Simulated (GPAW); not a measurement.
KBr:

```
CELL_PARAMETERS angstrom
0.00000 3.30000 3.30000
3.30000 0.00000 3.30000
3.30000 3.30000 0.00000
ATOMIC_POSITIONS crystal
Br 0.50000 0.50000 0.50000
K 0.00000 0.00000 0.00000
```

Base run:

* Program: GPAW 26.7.0
* Functional: WC
* Potentials or basis: PAW data sets generated in the run's folder for this functional
* Cutoff: 600 eV
* Basis: pw
* k mesh: 7 × 7 × 7
* Occupations: fermi-dirac, width 0.05 eV
* Spin: no spin polarisation

Its results: band gap on the k mesh 4.35 eV, direct; pressure -0.2 GPa.

Problem. The run is repeated on the same cell with these changes: functional from WC to AM05. What comes out?

Solution. Band gap on the k mesh 4.50 eV, direct; pressure 0.4 GPa.

Caveats: an odd mesh through Γ misses points on the zone boundary, where band edges often lie.

Not every run made on this cell is shown here.
